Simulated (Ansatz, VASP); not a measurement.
**Two plane-wave programs on C**

```xyz
1
Lattice="1.8082 0.0000 0.0000 0.0000 1.8082 0.0000 0.0000 0.0000 1.6634" Properties=species:S:1:pos:R:3 pbc="T T T"
C     0.9041    0.9041    0.0000
```

Alike in both runs: task single point; functional PBE; k mesh 10 × 10 × 10; occupations gaussian, width 0.1 eV; no spin polarisation.

|  | VASP | Ansatz |
| --- | --- | --- |
| version | VASP 6.6.1 | Ansatz 0.2.0 |
| potentials or method | VASP PAW PBE potentials, release 64 (C) | scalar-relativistic, plane waves, PAW |
| plane-wave cutoff (eV) | 520 | 420 |
| valence electrons in the cell | 4 | 4 |

VASP gave:

* gap on the k mesh at the Fermi level (eV): none
* pressure (GPa): 8.0
* largest component of the traceless stress (GPa): 29.05

**Question.** Which values does Ansatz return?

**Answer.** gap on the k mesh at the Fermi level (eV): none; pressure (GPa): 7.7; largest component of the traceless stress (GPa): 28.95.

A gap of «none» marks a metal or a gap that the smearing closes.

Caveats: the k mesh is coarse (spacing up to 0.38 Å⁻¹), so the values aren't converged.
